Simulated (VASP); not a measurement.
Crystal: MgO.

```
Mg O
1.0
     3.30049    0.00000    0.00000
    -1.65025    2.85831    0.00000
     0.00000    0.00000    5.00863
Mg O
2 2
Direct
  0.33333 0.66667 0.00346
  0.66667 0.33333 0.50346
  0.33333 0.66667 0.40114
  0.66667 0.33333 0.90114
```

Measurements of this composition are mostly on another form, of space group No. 225.

Program: VASP 6.6.1. Alike in all runs: task band structure; potentials or basis VASP PAW PBE potentials, release 64 (Mg, O); no spin polarisation; cell as given; k mesh 9 × 9 × 6; cutoff (eV) 520; smearing gaussian 0.02 eV.

Task: Order these runs on this cell by their band gap on the k mesh, lowest first.
A. level TB-mBJ
B. level r2SCAN
C. level PBEsol

Result: C (3.37 eV), B (4.16 eV), A (5.71 eV).

